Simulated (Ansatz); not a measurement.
A run of Ansatz 0.2.0 is set up as follows.

Contents of input.yaml:

```yaml
crystal:
  lattice:
    - [4.5998373239, 0.0, 0.0]
    - [0.0, 4.5998373239, 0.0]
    - [0.0, 0.0, 2.95921356]
  atoms:
    - { symbol: Ti, position: [0.0, 0.0, 0.5] }
    - { symbol: Ti, position: [0.5, 0.5, 0.0] }
    - { symbol: O, position: [0.30432132, 0.30432132, 0.5] }
    - { symbol: O, position: [0.19567868, 0.80432132, 0.0] }
    - { symbol: O, position: [0.80432132, 0.19567868, 0.0] }
    - { symbol: O, position: [0.69567868, 0.69567868, 0.5] }
hamiltonian:
  xc: r2scan50
  pseudopotentials: { kind: paw }
kpoints:
  mp_grid: { grid: [4, 4, 5] }
scf:
  occupations: { method: fermi_dirac, width: 0.05 }
output:
  forces: true
  stress: true
  eigenvalues: true
  write_density: true
  write_potential: true
  elf: true
  volumetric_format: npy
```

Potentials or basis: Ansatz PAW.

Launch:

```bash
$ ansatz run input.yaml --threads 2 --pin off --max-ram 5632MiB --backend cpu --events-out ev --progress --plain --runs-dir out
```

Task: Predict the band gap on the k mesh.

Result: 6.81 eV, indirect (least direct gap 6.82 eV).

Task: Predict the largest force.

Result: 0.337 eV/Å.

Task: What does it give for the pressure?

Result: -11.6 GPa.

Stress tensor (GPa, compression positive):
```
-11.49   0.00   0.00
  0.00 -11.49   0.00
  0.00   0.00 -11.95
```

Caveat: the k mesh is coarse (spacing up to 0.42 Å⁻¹), so the values aren't converged, least of all with exact exchange; odd divisions of the mesh miss points on the zone boundary, where band edges often lie, so the gap on the mesh can be too wide; the PAW data sets come from PBE, with cores solved anew for the run's functional, which leaves a small shift of forces and pressure; the thresholds are loose for stress. A k mesh can miss the band edges.
